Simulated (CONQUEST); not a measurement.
Crystal: AlN.

```
Al N
1.0
     3.08863    0.00000    0.00000
     0.00000    3.08863    0.00000
     0.00000    0.00000    4.36799
Al N
2 2
Direct
  0.00000 0.00000 0.00000
  0.50000 0.50000 0.50000
  0.00000 0.50000 0.75000
  0.50000 0.00000 0.25000
```

Measurements of this composition are mostly on another form, of space group No. 186.

Base run:

```yaml
Program: CONQUEST 1.3
Functional: PBE
Potentials_or_basis: PseudoDojo NC PBE, DZP, grid cutoff 150 Ha
k_mesh: 9 × 9 × 6
Occupations: fermi-dirac, width 0.05 eV
Spin: no spin polarisation
```

Its results: band gap on the k mesh 3.26 eV; pressure 7.1 GPa.

Problem. The run is repeated on the same cell with these changes: potentials or basis from PseudoDojo NC PBE, DZP, grid cutoff 150 Ha to PseudoDojo NC PBE, SZ, grid cutoff 150 Ha. What comes out?

Solution. Band gap on the k mesh 3.99 eV; pressure 22.0 GPa.

Caveats: an odd mesh through Γ misses points on the zone boundary, where band edges often lie; the basis of atomic orbitals isn't converged, which shifts pressures, moduli and gaps; the real-space grid breaks the cell's symmetry a little; the box holds several primitive cells, so bands are folded and the points are those of the box's own zone (some runs); the atomic basis is small (some runs); so large a pressure means that the cell lies far from this level's equilibrium, or that cutoff or potentials fall short (some runs).
